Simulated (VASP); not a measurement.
Set up this calculation in VASP 6.6.1, as the native input.

```yaml
Task: optical spectrum
Functional: PW91
Dispersion: D4
Potentials_or_basis: VASP PAW PBE potentials, release 64 (Tc)
Cutoff: 500 eV
k_mesh: 10 × 10 × 10
Occupations: methfessel-paxton 2, width 0.1 eV
Spin: no spin polarisation
Further_INCAR_settings: ALGO = Fast; EDIFF = 1e-06; NBANDS = 28
```

The structure of Tc lies in POSCAR:

```
Tc
1.0
    0.0000000000      1.8102196451      1.8102196451
    1.8102196451      0.0000000000      1.8102196451
    1.8102196451      1.8102196451      0.0000000000
Tc
1
Cartesian
    0.0000000000      0.0000000000      0.0000000000
```

This isn't the form of Tc at room conditions, which is hcp.

The cell isn't the ideal one: volume scaled by 0.8.

The input as run:

INCAR

```
PREC = Accurate
ENCUT = 500
EDIFF = 1E-6
ISMEAR = 2
SIGMA = 0.1
LREAL = False
LASPH = True
NELM = 80
ALGO = Fast
ISIF = 2
LWAVE = False
LCHARG = False
GGA = 91
IVDW = 13
VDW_S6 = 1.0
VDW_S8 = 0.77283111
VDW_A1 = 0.39581542
VDW_A2 = 4.93405761
LOPTICS = True
NBANDS = 28
NEDOS = 1000
CSHIFT = 0.05
```

KPOINTS

```
regular mesh
0
Gamma
  10 10 10
```

Potentials or basis: VASP PAW PBE potentials, release 64 (Tc).

The run is started by

```console
$ cat potpaw_PBE.64/Tc/POTCAR > POTCAR
$ mpirun -np 1 vasp_std > vasp.out
```

Results of the run:

```
Pressure                   : 82.4 GPa
Band gap on the k mesh     : none (metal or under the smearing width)
Dispersion energy per atom : -0.575 eV
```

Caveat: spectra need much finer meshes, so this one isn't converged; independent-particle spectra lack excitons; the intraband (Drude) part of a metal's response may be missing; the PAW data sets were made with another functional, which shifts forces and pressure a little; pairwise dispersion overbinds metals, which lowers pressure and volume.

Wall time 28 s on 1 thread of Intel(R) Xeon(R) Platinum 8375C CPU @ 2.90GHz (Ice Lake) (shared host), peak memory 0.14 GiB.
